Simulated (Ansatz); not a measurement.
# Ta: the cost of one run

Method: DFT PBE, scalar-relativistic, plane waves, PAW, in Ansatz 0.2.0.

1 further run of the same task is left out (set aside as unsound or not needed).

### Step 1. The structure to begin with

It takes space group Fm-3m (No. 225, cubic). The conventional cell has a = 4.220 Å, b = 4.220 Å, c = 4.220 Å, α = 90.00°, β = 90.00°, γ = 90.00°. Ta (site symmetry m-3m) has 12 Ta at 2.98 Å as nearest neighbours.

As a file:

```
Ta
1.0
     0.00000    2.11000    2.11000
     2.11000    0.00000    2.11000
     2.11000    2.11000    0.00000
Ta
1
Cartesian
  0.0000 0.0000 0.0000
```

The structure comes from the Crystallography Open Database.

### Step 2. A change within the space group

What differs from the listed cell: strain xx, yy, zz, yz, xz, xy = -1.9, -1.9, -1.9, +0.0, +0.0, +0.0 %.

File input.yaml:

```yaml
crystal:
  lattice:
    - [0.0, 2.0701843, 2.0701843]
    - [2.0701843, 0.0, 2.0701843]
    - [2.0701843, 2.0701843, 0.0]
  atoms:
    - { symbol: Ta, position: [0.0, 0.0, 0.0] }
basis:
  ecutwfc: 420
kpoints:
  mp_grid: { grid: [18, 18, 18] }
hamiltonian:
  xc: pbe
scf:
  occupations: { method: gaussian, width: 0.1 }
output:
  forces: true
  stress: true
  eigenvalues: true
  populations: true
```

Started as:

```sh
> ansatz run input.yaml --threads 1 --pin off --max-ram 1331MiB --backend cpu --events-out ev --progress --plain --runs-dir out
```

What time and memory should one allow on 1 thread of an x86-64 CPU, shared host?

About 2.6 s, with a peak of 0.41 GiB.
